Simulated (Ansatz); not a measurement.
Input and command of a calculation in Ansatz (plane waves; scalar-relativistic PAW potentials unless the input names others):

```yaml
crystal:
  lattice:
    - [0.0, 2.8486069961, 2.8486069961]
    - [2.8486069961, 0.0, 2.8486069961]
    - [2.8486069961, 2.8486069961, 0.0]
  atoms:
    - { symbol: Mg, position: [0.0, 0.0, 0.0] }
    - { symbol: S, position: [0.75, 0.75, 0.75] }
basis:
  ecutwfc: 420
kpoints:
  mp_grid: { grid: [8, 8, 8] }
hamiltonian:
  xc: pbesol
  dispersion: d3bj
scf:
  occupations: { method: gaussian, width: 0.02 }
output:
  forces: true
  eigenvalues: true
  stress: true
```

```bash
ansatz run input.yaml --threads 1 --pin off --max-ram 2560MiB --backend cpu --events-out ev --progress --plain --runs-dir out
```

Abridged log:
```
Pseudopotentials: kind: paw
Pseudopotential: Mg, paw, valence charge 10, recommended cutoff 420 eV (normal)
Pseudopotential: S, paw, valence charge 6, recommended cutoff 420 eV (normal)
Functional definition: PBEsol
Crystal: 2 atoms, lattice volume = 46.230 Å³
Basis set: ecut = 420 eV, 893 PW (Γ), exchange–correlation on 54×54×54 points (8 copies of the dense FFT grid, shifted against one another)
Bands: 12, of which v1, the nominal top of the filled ones, is band 8 counted from 1 (7 counted from 0)
Symmetry: 24 space group operations
Space group: F-43m (ITA 216), of the structure as read, at distance tolerance 3.6e-5 Å
k-points: 29 of 512 (time reversal used)
Initial density: superposition of atomic densities (neutral atoms: chi_scale 0, normalization atom), corrected by the library's trained network
Initial wavefunctions: pseudopotential atomic-orbital guess
Functional: x = pbesol(κ = 0.804, μ = 0.12345679), c = pbesol(β = 0.046)
SCF iter   1: F=—  HF=-2800.223304 eV  |F-HF|=—  |Δ(HF+E_count)|=         —  Δρ=3.05e-3  dr2=7.17e-3  ethr=1.77e-3  ⟨swp⟩=6.7  Hψ=2262  notcnv=0
SCF iter   2: F=—  HF=-2800.219760 eV  |F-HF|=—  |Δ(HF+E_count)|=   3.54e-3  Δρ=9.06e-4  dr2=2.66e-4  ethr=4.48e-5  ⟨swp⟩=2.1  Hψ=802  notcnv=0
SCF iter   3: F=—  HF=-2800.219751 eV  |F-HF|=—  |Δ(HF+E_count)|=   9.73e-6  Δρ=3.04e-4  dr2=2.75e-5  ethr=1.66e-6  ⟨swp⟩=2.2  Hψ=484  notcnv=0
SCF iter   4: F=—  HF=-2800.219764 eV  |F-HF|=—  |Δ(HF+E_count)|=   1.28e-5  Δρ=4.53e-5  dr2=6.26e-7  ethr=1.72e-7  ⟨swp⟩=1.8  Hψ=401  notcnv=0
SCF iter   5: F=-2800.219764 eV  HF=-2800.219764 eV  |F-HF|=9.00e-9  |Δ(HF+E_count)|=   6.19e-7  Δρ=4.63e-6  dr2=4.62e-9  ethr=3.91e-9  ⟨swp⟩=2.1  Hψ=430  notcnv=0
SCF iter   6: F=-2800.219764 eV  HF=-2800.219764 eV  |F-HF|=8.59e-11  |Δ(HF+E_count)|=   1.04e-8  Δρ=4.67e-7  dr2=1.29e-10  ethr=2.89e-11  ⟨swp⟩=2.0  Hψ=1122  notcnv=0
SCF 1 converged in 6 iterations: F = -2800.219764 eV  dr2 = 1.29e-10
SCF converged after 6 iterations
Free energy (F): -2800.219764 eV
Harris-Foulkes:  -2800.219764 eV  (|F-HF|=8.59e-11)
Internal energy: -2800.219764 eV  (E = F + TS)
E sigma→0 (E₀):  -2800.219764 eV
Fermi energy:    4.515611 eV
  E_disp       = -0.462378  (pairwise vdW)
--- Forces (eV/Å), atoms counted from 1 ---
  atom   1  Mg     0.00000000     0.00000000     0.00000000
  atom   2  S      0.00000000     0.00000000     0.00000000
--- Stress (GPa, compression-positive) ---
       -2.913524       0.000000       0.000000
        0.000000      -2.913524       0.000000
        0.000000       0.000000      -2.913524
  P = ⅓ Tr σ = -2.9135 GPa (-29.135 kbar)
```

Apart from outputs and empty bands, the input differs from a reference run on usual settings in hamiltonian.dispersion: not typed → "d3bj". The reference, at the same geometry (not necessarily relaxed), gave pressure -1.32 GPa, largest force 0.000 eV/Å, gap on the mesh 3.20 eV. This run converged in 6 SCF iterations (reference: 6) with an energy at zero smearing 231 meV/atom below the reference's (the Hamiltonian itself differs), pressure -2.91 GPa, largest force 0.000 eV/Å, gap on the mesh 3.20 eV.

The run took 2.5 s on 1 thread of Arm Neoverse N1, with other jobs on the host, peak memory 0.28 GiB.